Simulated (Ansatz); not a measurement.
(100) slab cut from the bulk of MgO, 15 Å of vacuum:

```xyz
12
Lattice="3.0079 0.0000 0.0000 0.0000 3.0079 0.0000 0.0000 0.0000 25.6346" Properties=species:S:1:pos:R:3 pbc="T T T"
Mg    1.5040    1.5040    7.5000
O     0.0000    0.0000    7.5000
Mg    0.0000    0.0000    9.6269
O     1.5040    1.5040    9.6269
Mg    1.5040    1.5040   11.7538
O     0.0000    0.0000   11.7538
Mg    0.0000    0.0000   13.8808
O     1.5040    1.5040   13.8808
Mg    1.5040    1.5040   16.0077
O     0.0000    0.0000   16.0077
Mg    0.0000    0.0000   18.1346
O     1.5040    1.5040   18.1346
```

Method: DFT PBE, scalar-relativistic, plane waves, PAW (Ansatz 0.2.0). Plane waves to 420 eV, a k mesh through Γ of 9×9×1 on the computed 12-atom cell and Gaussian smearing (0.05 eV); no spin polarisation. The cell repeats along c with a dipole correction in the vacuum.

This base run converges in 8 iterations with a largest force of 0.437 eV/Å.

One setting at a time is then changed, some of them on purpose to poor values; changes count from the base run, energies are extrapolated to zero smearing, γ keeps the base's bulk energy, atoms stay where they are, and risky runs are capped at 50 to 100 iterations.

(1) What happens with isolated along c?

(2) What happens with occupations cold 0.2 eV?

(3) What happens with k mesh 13×13×1?

(4) What happens with occupations gaussian 0.5 eV?

(5) What happens with no dipole correction, vacuum of 15 Å?

Results:

(1) It converges in 8 iterations; ΔE (meV/atom) 0.0, Δγ (J/m²) 0.000, largest force (eV/Å) 0.437, largest change of a force (eV/Å) 0.000.

(2) It converges in 8 iterations; ΔE (meV/atom) 0.0, Δγ (J/m²) 0.000, largest force (eV/Å) 0.437, largest change of a force (eV/Å) 0.000.

(3) It converges in 8 iterations; ΔE (meV/atom) 0.0, Δγ (J/m²) 0.000, largest force (eV/Å) 0.437, largest change of a force (eV/Å) 0.000.

(4) It converges in 8 iterations; ΔE (meV/atom) 0.0, Δγ (J/m²) 0.000, largest force (eV/Å) 0.437, largest change of a force (eV/Å) 0.000.

(5) It converges in 8 iterations; ΔE (meV/atom) 0.0, Δγ (J/m²) 0.000, largest force (eV/Å) 0.437, largest change of a force (eV/Å) 0.000.

Cost: 9 runs of about 2.1 core-minutes in all, on Intel Xeon 6975P-C (Granite Rapids) (shared hosts).